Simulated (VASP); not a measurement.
The system is Zr.

```
CELL_PARAMETERS angstrom
-1.79085 1.79085 1.79085
1.79085 -1.79085 1.79085
1.79085 1.79085 -1.79085
ATOMIC_POSITIONS crystal
Zr 0.00000 0.00000 0.00000
```

This isn't the form of Zr at room conditions, which is hcp.

- Program: VASP 6.6.1
- Task: relaxation of cell and atoms
- Functional: PBE
- Dispersion: D3(BJ)
- Potentials or basis: VASP PAW PBE potentials, release 64 (Zr_sv)
- Cutoff: 600 eV
- k mesh: 16 × 16 × 16
- Occupations: gaussian, width 0.1 eV
- Spin: no spin polarisation

At the start: pressure -4.4 GPa; volume 22.97 Å³/atom.

Q: How do energy, volume and symmetry change on relaxing?

A: Over 3 steps the energy falls by 16.4 meV/atom and the volume is 21.82 Å³/atom (-5.0 %); space group Im-3m (No. 229, to 0.05 Å).

The path:
| step | energy change (eV) | largest force (eV/Å) | pressure (GPa) | volume (Å³) |
| --- | --- | --- | --- | --- |
| 1 | 0.0000 | 0.0000 | -4.39 | 22.97 |
| 2 | -0.0058 | 0.0000 | 3.98 | 20.94 |
| 3 | -0.0164 | 0.0000 | -0.01 | 21.82 |

Final structure:
```xyz
1
Lattice="-1.7605 1.7605 1.7605 1.7605 -1.7605 1.7605 1.7605 1.7605 -1.7605" Properties=species:S:1:pos:R:3 pbc="T T T"
Zr    0.0000    0.0000    0.0000
```

Caveat: pairwise dispersion overbinds metals, which lowers pressure and volume.
